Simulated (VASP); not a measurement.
Here is a VASP 6.6.1 calculation.

Contents of INCAR:

```
PREC = Accurate ; ENCUT = 520
EDIFF = 1E-7 ; ISMEAR = 0
SIGMA = 0.1 ; LREAL = F
LASPH = T ; NELM = 120
ALGO = Normal ; ISIF = 3
LWAVE = F ; LCHARG = F
GGA = PE ; IBRION = 2
NSW = 60 ; EDIFFG = -0.005
POTIM = 0.3
```

The input KPOINTS:

```
Automatic mesh
0
Gamma
  10 10 3
```

File POSCAR:

```
WS2                                     
1.0
    3.1886628789      0.0000000000      0.0000000000
   -1.5943314395      2.7614630532      0.0000000000
    0.0000000000     -0.0000000000     14.1245350697
  W               S             
     2     4
Direct
     0.3333333300000021    0.6666666699999979    0.2500000000000000
     0.6666666699999979    0.3333333300000021    0.7500000000000000
     0.3333333300000021    0.6666666699999979    0.6387887827614757
     0.6666666699999979    0.3333333300000021    0.1387887827614756
     0.3333333300000021    0.6666666699999979    0.8612112172385243
     0.6666666699999979    0.3333333300000021    0.3612112172385243
```

Potentials or basis: VASP PAW PBE potentials, release 64 (W_sv, S).

The run is started by

```bash
$ cat potpaw_PBE.64/W_sv/POTCAR potpaw_PBE.64/S/POTCAR > POTCAR
$ mpirun -np 1 vasp_std > vasp.out
```

**Question.** Estimate the relaxed cell.

**Answer.** a = 3.188 Å, b = 3.188 Å, c = 14.339 Å, α = 90.00°, β = 90.00°, γ = 120.00°.

**Question.** What does it give for the space group after relaxing (to 0.05 Å)?

**Answer.** P6_3/mmc (No. 194).

Final structure:
```
W S
1.0
     3.18753    0.00000    0.00000
    -1.59377    2.76048    0.00000
     0.00000    0.00000   14.33868
W S
2 4
Cartesian
  0.0000 1.8403 3.5847
  1.5938 0.9202 10.7540
  0.0000 1.8403 9.1829
  1.5938 0.9202 2.0135
  0.0000 1.8403 12.3251
  1.5938 0.9202 5.1558
```

 PBE usually gives volumes a little too large and moduli too small.
